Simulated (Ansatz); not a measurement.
## SiC (F-43m):Al_Si, thermodynamic levels from a 54-atom cell

Aim: at which Fermi levels does Al_Si in SiC (F-43m) change its charge? The model is a cell of 54 host atoms with 1 Si taken out and 1 Al put in.

Calculated with Ansatz 0.2.0; place-levels on r2SCAN runs: charge-transition levels and formation energies with image-charge correction and potential alignment at the atomic sites; PAW set soft_1.

**What experiment says.**

For SiC, cubic 3C zincblende (literature value), “Insight into the structural, elastic and electronic properties of a new orthorhombic 6O-SiC polytype” (2020, pmc:7200658) quotes earlier work: band gap (indirect gap) 2.4 eV [literature value; measurement temperature and method not stated].

## Step 1: The starting structure

The cell holds 54 atoms: 26 Si, 27 C and 1 Al. Its edges and angles: a = 9.242 Å, b = 9.242 Å, c = 9.242 Å, α = 60.0°, β = 60.0°, γ = 60.0°. It derives from SiC (space group F-43m). Nearest the centre at fractional (0.333, 0.667, 0.667): Al35 at 0.00 Å, C30 at 1.89 Å, C34 at 1.89 Å, C36 at 1.89 Å, C18 at 1.89 Å, Si25 at 3.08 Å, Si23 at 3.08 Å, Si13 at 3.08 Å.

Screening for the image-charge correction: ε∞ = 7.06, ε0 = 10.43, computed on the host (DFPT, PBEsol, on the r2SCAN cell), and a cell off the functional's own equilibrium shifts the ionic part.

The cell's shortest repeat is 9.2 Å.

## Step 2: Charge states

Levels follow from differences of total energies between charge states, each relaxed by itself.

Each atom starts 0.05 Å or so off its site in a random direction: a symmetric start keeps its symmetry, and would miss off-centre moves and Jahn–Teller distortions. Forces are taken on a 2×2×2 shifted mesh. The cell holds 1 electron more than the neutral one, with a uniform background that keeps it neutral on the whole.

The sampling was tested on the host first: at the k-points planned (1x1x1 shifted 0.25 0.25 0.25) its energy lies 0.119 eV an atom from the dense-mesh value, so the final energies take a denser sampling.

One state's input; the others differ in charge, spin, start and seed, and in occupations where the table says so.

Contents of qm1.relax/input.yaml:

```yaml
crystal:
  lattice:
    - [0.0, 6.53488873, 6.53488873]
    - [6.53488873, 0.0, 6.53488873]
    - [6.53488873, 6.53488873, 0.0]
  atoms:
    - { symbol: Si, position: [0.0, 0.0, 0.0] }
    - { symbol: C, position: [0.08333333, 0.08333333, 0.08333333] }
[... 2 atom lines left out ...]
    - { symbol: Si, position: [0.0, 0.0, 0.66666667] }
    - { symbol: C, position: [0.08333333, 0.08333333, 0.75] }
[... 6 atom lines left out ...]
    - { symbol: Si, position: [0.0, 0.66666667, 0.0] }
    - { symbol: C, position: [0.08333333, 0.75, 0.08333333] }
[... 2 atom lines left out ...]
    - { symbol: Si, position: [0.0, 0.66666667, 0.66666667] }
    - { symbol: C, position: [0.08333333, 0.75, 0.75] }
[... 2 atom lines left out ...]
    - { symbol: Si, position: [0.33333333, 0.0, 0.33333333] }
[... 1 atom line left out ...]
    - { symbol: Si, position: [0.33333333, 0.0, 0.66666667] }
[... 1 atom line left out ...]
    - { symbol: Si, position: [0.33333333, 0.33333333, 0.0] }
    - { symbol: C, position: [0.41666667, 0.41666667, 0.08333333] }
[... 2 atom lines left out ...]
    - { symbol: Si, position: [0.33333333, 0.33333333, 0.66666667] }
    - { symbol: C, position: [0.41666667, 0.41666667, 0.75] }
    - { symbol: Si, position: [0.33333333, 0.66666667, 0.0] }
[... 1 atom line left out ...]
    - { symbol: Si, position: [0.33333333, 0.66666667, 0.33333333] }
    - { symbol: C, position: [0.41666667, 0.75, 0.41666667] }
    - { symbol: Al, position: [0.33333333, 0.66666667, 0.66666667] }
    - { symbol: C, position: [0.41666667, 0.75, 0.75] }
[... 10 atom lines left out ...]
    - { symbol: Si, position: [0.66666667, 0.33333333, 0.66666667] }
[... 3 atom lines left out ...]
    - { symbol: Si, position: [0.66666667, 0.66666667, 0.33333333] }
[... 1 atom line left out ...]
    - { symbol: Si, position: [0.66666667, 0.66666667, 0.66666667] }
    - { symbol: C, position: [0.75, 0.75, 0.75] }
  host:
    repeats: [3, 3, 3]
    atoms:
      - { symbol: Si, position: [0.0, 0.0, 0.0] }
      - { symbol: C, position: [0.25, 0.25, 0.25] }
total_charge: -1
basis:
  ecutwfc: 500
  xc_grid: 2
hamiltonian:
  xc: r2scan
  pseudopotentials: { kind: paw, azcp: { folder: soft_1 } }
kpoints:
  mp_grid: { grid: [2, 2, 2], shift: [0.5, 0.5, 0.5] }
scf:
  occupations: { method: fixed }
  max_iter: 100
output:
  forces: true
  charged_corrections:
    epsilon: 7.06
    static_epsilon: 10.43
    defect_position: [0.333333, 0.666667, 0.666667]
relax:
  f_tol: 0.02
  max_steps: 80
  random_displacement: { amplitude: 0.05, seed: 8507 }
checkpoint:
  write: "../qm1.relax.run"
  compress: false
  write_wavefunctions: true
  write_every: 100000
```

Started as:

```console
ansatz run input.yaml --threads 4 --pin off --max-ram 7536MiB --backend cpu --events-out ev --progress --plain --runs-dir out
```

The run of this state that the levels use, under r2SCAN:

Contents of qm1.point/input.yaml:

```yaml
crystal:
  checkpoint: "../qm1.relax.run"
  host: checkpoint
total_charge: -1
basis:
  ecutwfc: 500
  xc_grid: 2
hamiltonian:
  xc: r2scan
  pseudopotentials: { kind: paw, azcp: { folder: soft_1 } }
kpoints:
  mp_grid: { grid: [2, 2, 2], shift: [0.5, 0.5, 0.5] }
scf:
  occupations: { method: fixed }
  max_iter: 100
output:
  forces: true
  eigenvalues: true
  charged_corrections:
    epsilon: 7.06
    static_epsilon: 10.43
    defect_position: [0.333333, 0.666667, 0.666667]
  eigenstates: { localisation: true }
  populations: true
  band_densities: [{ bands: [v1, v1] }, { bands: [c1, c1] }]
  write_density: true
  write_potential: true
  volumetric_format: npy
  elf: true
checkpoint:
  read: "../qm1.relax.run"
  write: "../qm1.point.run"
  compress: false
  write_wavefunctions: false
  write_every: 100000
```

Relaxations under r2SCAN at a 2×2×2 shifted mesh; times on 4 threads of Intel Xeon Platinum 8259CL at 2.50GHz (Skylake/Cascade Lake), shared host:

| charge | moment (μB) | occupations | outcome | steps | largest displacement against the far atoms (Å) | time |
| --- | --- | --- | --- | --- | --- | --- |
| −1 | 0 | fixed | converged | 5 | 0.08 | 2.3 min |
| 0 | 1 | fixed | converged | 6 | 0.09 | 7.1 min |
| +1 | 0 | fixed | converged | 5 | 0.11 | 2.8 min |
| +1 | 2 | fixed | converged | 5 | 0.10 | 5.6 min |

Single points under r2SCAN at a 2×2×2 shifted mesh; times on 4 threads of Intel Xeon Platinum 8259CL at 2.50GHz (Skylake/Cascade Lake), shared host:

| charge | moment (μB) | occupations | outcome | time |
| --- | --- | --- | --- | --- |
| −1 | 0 | fixed | converged | 35 s |
| 0 | 1 | fixed | converged | 64 s |
| +1 | 0 | fixed | converged | 30 s |
| +1 | 2 | fixed | converged | 59 s |

Distances (Å) from Al35 to the nearest atoms after relaxation with r2SCAN:

| charge | moment (μB) | 1. | 2. | 3. | 4. | 5. | 6. |
| --- | --- | --- | --- | --- | --- | --- | --- |
| −1 | 0 | C 1.96 | C 1.96 | C 1.96 | C 1.96 | Si 3.07 | Si 3.07 |
| 0 | 1 | C 1.95 | C 1.97 | C 1.98 | C 1.99 | Si 3.06 | Si 3.07 |
| +1 | 0 | C 1.94 | C 1.98 | C 1.98 | C 2.00 | Si 3.06 | Si 3.07 |
| +1 | 2 | C 1.98 | C 1.98 | C 1.98 | C 1.99 | Si 3.08 | Si 3.08 |

## Step 3: place-levels, r2SCAN

A charged cell interacts with its images and the background, and its potential has another zero than the host's. place-levels removes the first by a point-charge model, screened by the static dielectric constant since the ions have relaxed around the charge, and the second by comparing potentials at atoms far from the defect.

The host is a run of the defect-free crystal in the same cutoffs, grids and k-points, so that basis and sampling errors cancel in part in the differences. The host is run in a cell of 2 atoms on a matching mesh. Its band edges are searched through the zone by a band path, so the gap is smaller than, or equal to, that on the mesh. Chemical potentials are energies per atom of Si (diamond) and Al (fcc), run with the same functional and cutoff.

Contents of levels.point.yaml:

```yaml
host:
  run: host.point.run
states: [qm1.point.run, q0_M1.point.run, qp1.point.run, qp1_M2.point.run]
geometry_from:
  qm1.point.run: qm1.relax.run
  q0_M1.point.run: q0_M1.relax.run
  qp1.point.run: qp1.relax.run
  qp1_M2.point.run: qp1_M2.relax.run
  host.point.run: host.relax.run
chemical_potentials:
  Si:
    energy: -639.06578
    dataset: <sha256 of the dataset>
  Al:
    energy: -540.418346
    dataset: <sha256 of the dataset>
epsilon: 7.06
static_epsilon: 10.43
vertical:
  - { from: qm1.point.run, to: qm1.point_neutral.run }
  - { from: qp1.point.run, to: qp1.point_neutral.run }
  - { from: qp1_M2.point.run, to: qp1_M2.point_neutral.run }
```

Started as:

```console
ansatz place-levels levels.point.yaml -- --threads 4 --pin off --max-ram 7536MiB
```

Numbers of over 12 decimals in the logs are rounded to 6 here.

The log of the run:

```text
[... repeated set-up lines and file paths are left out, and long positions are rounded to six places ...]
(+1/0) 0.034 eV beneath the valence edge (-0.178 eV without the band-filling correction), in the valence band
(0/-1) 0.190 eV above the valence edge, 1.520 eV under the conduction edge
formation energy of charge +1: +1.872 eV with the Fermi level at the valence edge
formation energy of charge 0: +1.839 eV with the Fermi level at the valence edge
formation energy of charge -1: +2.029 eV with the Fermi level at the valence edge
vertical -1 to 0: no energy, since no alignment is typed
  the change from vertical[0].from (qm1.point.run) to vertical[0].to (qm1.point_neutral.run): by its potential at epsilon 7.06 it stands at 0.421 0.740 0.755, with an rms radius of about 3.7 Å (2.1 2.3 2.1 Å across the planes of the cell's vectors); [...]
vertical +1 to 0: no energy, since no alignment is typed
  the change from vertical[1].from (qp1.point.run) to vertical[1].to (qp1.point_neutral.run): by its potential at epsilon 7.06 it stands at 0.444 0.784 0.782, with an rms radius of about 4.4 Å (2.5 2.5 2.5 Å across the planes of the cell's vectors); [...]
vertical +1 to 0: no energy, since no alignment is typed
  the change from vertical[2].from (qp1_M2.point.run) to vertical[2].to (qp1_M2.point_neutral.run): by its potential at epsilon 7.06 it stands at 0.428 0.766 0.763, with an rms radius of about 2.7 Å (1.6 1.4 1.6 Å across the planes of the cell's vectors); [...]
  edges by r2scan, gap 1.710 eV; the host is sampled to repeats of 18.48 Å
  the defect's cells are sampled to repeats of 18.48 Å, like sampling
  charge +1: -23974.6309 eV with its correction of +0.005 eV, at epsilon 10.43, aligned at sites: -0.2376 eV, mean over 19 atomic sites at or beyond 4.62 Å from the defect at [0.3333, 0.6667, 0.6667], with -0.000000 for the charge's moments and without [...]
  charge 0: +0.000 eV for its dipole among its images, +0.039 omitted
  charge -1: -23955.8635 eV with its correction of +0.259 eV, at epsilon 10.43, aligned at sites: -0.0164 eV, mean over 19 atomic sites at or beyond 4.62 Å from the defect at [0.3333, 0.6667, 0.6667], with +0.000000 for the charge's moments and without [...]
  charge +1: states[3] (qp1_M2.point.run) stands 0.065 eV higher, with a moment of 2.00 μB against 0.00
  of states[2] (qp1.point.run): it parts from the run at its places by a charge that spreads by about 2.5 Å along one vector (1.3 Å or more is wide), by its potential at epsilon 7.06, taken for that of held ions (one typed too small widens it), where the cell [...]
  of states[1] (q0_M1.point.run): band_overlap_at_count; stability_check_not_made; of the run under geometry_from: band_overlap_at_count
  of states[0] (qm1.point.run): it parts from the run at its places by a charge that spreads by about 2.3 Å along one vector (1.3 Å or more is wide), by its potential at epsilon 7.06, taken for that of held ions (one typed too small widens it), where the cell [...]
  of states[3] (qp1_M2.point.run): it parts from the run at its places by a charge that spreads by about 1.6 Å along one vector (1.3 Å or more is wide), by its potential at epsilon 7.06, taken for that of held ions (one typed too small widens it), where the [...]
  of vertical[0].from (qm1.point.run): it parts from the run at its places by a charge that spreads by about 2.3 Å along one vector (1.3 Å or more is wide), by its potential at epsilon 7.06, taken for that of held ions (one typed too small widens it), where [...]
  of vertical[0].to (qm1.point_neutral.run): band_overlap_at_count; stability_check_not_made
  of vertical[1].from (qp1.point.run): band_overlap_at_count; of the run under geometry_from: band_overlap_at_count; [...]
  of vertical[1].to (qp1.point_neutral.run): band_overlap_at_count; stability_check_not_made
  of vertical[2].from (qp1_M2.point.run): stability_check_not_made; [...]
  of vertical[2].to (qp1_M2.point_neutral.run): band_overlap_at_count; stability_check_not_made
```

It took 0.97 s on 4 threads of Intel Xeon Platinum 8259CL at 2.50GHz (Skylake/Cascade Lake), shared host.

Levels between the charges placed, in eV above the valence top:

|  | gap (eV) | (+1/0) | (0/−1) |
| --- | --- | --- | --- |
| r2SCAN | 1.71 | -0.03 | 0.19 |

Corrections by state:

| charge | moment (μB) | image terms and alignment (eV) | band filling (eV) | ε used | over the lowest of its charge, as the program ranks them, band filling apart (eV) |
| --- | --- | --- | --- | --- | --- |
| +1 | 0.0 | 0.005 | -0.144 | 10.43 | 0.000 |
| 0 | 1.0 | 0.000 | - | - | 0.000 |
| −1 | 0.0 | 0.259 | - | 10.43 | 0.000 |
| +1 | 2.0 | 0.030 | - | 10.43 | 0.065 |

The charged structures listed were also run neutral, and place-levels reads from each pair, by the potential or the spins, how wide the charge is by which they differ; that can be the carrier of either run.

| charge | rms radius (Å) | spread where it is widest against the cell (Å) | wide from (Å) | reading |
| --- | --- | --- | --- | --- |
| +1 | 4.4 | 2.54 | 1.31 | wide |
| −1 | 3.7 | 2.30 | 1.31 | wide |

The neutral runs of these pairs need not share the spin of the lowest neutral state, and very wide values only mean spread over the cell.

From the program's caveats on the states, each cut to its opening words:

- charge +1: it parts from the run at its places by a charge that spreads by about 2.5 Å along one vector (1.3 Å or more is wide), by its potential at epsilon 7.06, taken [...]
- charge +1: a band-filling correction moves a carrier to the host's band edge, which changes its energy by -0.144 eV
- charge +1: the far atoms show a dipole or second moment of the defect's charge, for which the correction takes or leaves out 0.084 eV: further moments aren't read, and [...]
- charge +1, 0 (1 μB): filled levels lie above empty ones at the fixed electron count
- charge 0 (1 μB), +1 (2 μB): flagged: stability check not made
- charge −1: it parts from the run at its places by a charge that spreads by about 2.3 Å along one vector (1.3 Å or more is wide), by its potential at epsilon 7.06, taken [...]
- charge −1: its alignment with the host at atomic sites is doubtful: the mean over the far sites moves by +0.1567 eV from their farther parts to their nearer, more than [...]
- charge +1 (2 μB): it parts from the run at its places by a charge that spreads by about 1.6 Å along one vector (1.3 Å or more is wide), by its potential at epsilon 7.06, taken [...]
- charge +1 (2 μB): its alignment with the host at atomic sites is doubtful: the mean over the far sites moves by -0.0909 eV from their farther parts to their nearer, more than [...]

The host's formation energy from the elements is -0.356 eV per atom; it sets how far the chemical potentials can move.

Limit set by the element alone; other compounds of these elements are not counted. Chemical potentials from the elements' reference states: C 0.00 eV, Si -0.71 eV, Al 0.00 eV. Formation energy by charge state (C-rich; gap 1.71 eV):

| charge | at valence top (eV) | at conduction bottom (eV) | correction included (eV) |
| --- | --- | --- | --- |
| +1 | 1.16 | 2.87 | -0.14 |
| 0 | 1.13 | 1.13 | 0.00 |
| −1 | 1.32 | -0.39 | 0.26 |

Fermi level (eV), lowest formation energy (eV) and a bar from the least value:
```
     0.00       1.13 ##############################
     0.16       1.13 ##############################
     0.31       1.01 ############################
     0.47       0.85 #########################
     0.62       0.70 #####################
     0.78       0.54 ##################
     0.93       0.38 ###############
     1.09       0.23 ############
     1.24       0.07 #########
     1.40      -0.08 ######
     1.55      -0.24 ###
     1.71      -0.39
```

Limit set by the element alone; other compounds of these elements are not counted. Chemical potentials from the elements' reference states: Si 0.00 eV, C -0.71 eV, Al 0.00 eV. Formation energy by charge state (Si-rich; gap 1.71 eV):

| charge | at valence top (eV) | at conduction bottom (eV) | correction included (eV) |
| --- | --- | --- | --- |
| +1 | 1.87 | 3.58 | -0.14 |
| 0 | 1.84 | 1.84 | 0.00 |
| −1 | 2.03 | 0.32 | 0.26 |

Fermi level (eV), lowest formation energy (eV) and a bar from the least value:
```
     0.00       1.84 ##############################
     0.16       1.84 ##############################
     0.31       1.72 ############################
     0.47       1.56 #########################
     0.62       1.41 #####################
     0.78       1.25 ##################
     0.93       1.10 ###############
     1.09       0.94 ############
     1.24       0.78 #########
     1.40       0.63 ######
     1.55       0.47 ###
     1.71       0.32
```

## Step 4: What came out

```yaml
gap_of_the_host: 1.71 eV (r2SCAN)
level_plus_1_over_0: 0.03 eV below the valence top (-0.18 eV above the valence top without the band-filling term)
level_0_minus_1: 0.19 eV above the valence top
lowest_of_the_charges_placed_just_above_the_valence_top_0p02_ev: 0
lowest_of_the_charges_placed_just_below_the_conduction_bottom_0p02_ev: −1
lowest_formation_energy_at_mid_gap_of_the_charges_run_c_rich: 0.46 eV
lowest_formation_energy_at_mid_gap_of_the_charges_run_si_rich: 1.17 eV
```

In words: Of the charges placed (−1, 0 and +1), the lowest changes at 0.19 eV (0/−1) above the valence top, in a gap of 1.71 eV. (0/−1) lies nearer to a band edge than the share of the finite-size correction in it (0.26 eV), and that correction holds for a localised charge alone. Charges below −1 were not placed, so these runs say nothing of levels that involve them. States placed: +1 at 0 μB and 2 μB; 0 at 1 μB; −1 at 0 μB. Other spin states or structures, where not listed, weren't placed. The program finds carriers beyond a band edge of the host and adds a band-filling term at charge +1 (-0.14 eV); steps to such a charge show no bound level, and a defect level inside a band would be read the same way. Al is taken at its element; compounds, which aren't counted here, bound the chemical potentials and would shift these formation energies. The program doubts the alignment of potentials for at least one state, a sign that the cell is small. What this leaves open: r2SCAN makes the gap too small and tends to spread out bound carriers.

Calculation against experiment:

| quantity | measured | r2SCAN |
| --- | --- | --- |
| band gap (least gap of the host) (eV) | 2.4 | 1.71 (-0.69 eV) |

Measured values from pmc:7200658 (2020).

How well it matches: The band gap is off by -0.69 eV: a clear miss. Local and semilocal functionals usually give gaps below the measured ones. Zero-point and thermal motion shift the measured gap.

[Logs are printed without paths, hosts, clocks, repeated set-up lines and the standing remarks that a program may print on its own settings, such as how far it seeks lower states.]

[Hosts, paths, dates, database ids (printed as entryN), source tags and the programs' standing remarks are cut or masked in the printed files.]

[Where a table of states has a column of steps, it counts the stored structures, which are thinned; the runs took as many ionic steps or more.]

[A defect's name tells the site on which it was built; relaxed atoms can leave that site.]

[For some hosts the program warned that the k-mesh of the response run may be too coarse for force constants and the static dielectric constant; such warnings are not shown here.]
